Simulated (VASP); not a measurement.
Wanted: the native input for a VASP 6.6.1 run.

| Quantity | Value |
| --- | --- |
| Task | relaxation of cell and atoms |
| Functional | LDA |
| Potentials or basis | VASP PAW LDA potentials, release 64 (Ga_d) |
| Cutoff | 600 eV |
| k mesh | 16 × 16 × 16 |
| Occupations | methfessel-paxton, width 0.1 eV |
| Spin | no spin polarisation |
| Further INCAR settings | ALGO = Normal; EDIFF = 1e-07; IBRION = 2; EDIFFG = -0.005; NSW = 90; ISIF = 3 |

The structure of Ga lies in POSCAR:

```
Ga                                      
1.0
   -1.6333960012      1.6333960012      1.6333960012
    1.6333960012     -1.6333960012      1.6333960012
    1.6333960012      1.6333960012     -1.6333960012
  Ga            
     1
Direct
     0.0000000000000000    1.0000000000000000    1.0000000000000000
```

The cell was built by a generator and needn't be a form met in nature.

The input as run:

INCAR

```
PREC = Accurate
ENCUT = 600
EDIFF = 1E-7
ISMEAR = 1
SIGMA = 0.1
LREAL = F
LASPH = T
NELM = 80
ALGO = Normal
ISIF = 3
LWAVE = F
LCHARG = F
IBRION = 2
NSW = 90
EDIFFG = -0.005
```

KPOINTS

```
Automatic mesh
0
Gamma
  16 16 16
```

Potentials or basis: VASP PAW LDA potentials, release 64 (Ga_d).

Command:

```bash
$ cat potpaw_LDA.64/Ga_d/POTCAR > POTCAR
$ mpirun -np 1 vasp_std > vasp.out
```

Results of the run:

The relaxed volume is 17.41 Å³/atom, the relaxed cell is a = 2.828 Å, b = 2.828 Å, c = 2.828 Å, α = 109.47°, β = 109.47°, γ = 109.47° and the space group after relaxing (to 0.05 Å) is Im-3m (No. 229). The energy gained by relaxing is 0.0 meV/atom. The ionic steps are 3, the pressure after relaxing is 0.0 GPa and the band gap on the k mesh is none (metal or under the smearing width).

Run time: 14 s on 1 thread of Intel(R) Xeon(R) 6975P-C (Granite Rapids), with other jobs on the host, peak memory 0.15 GiB.
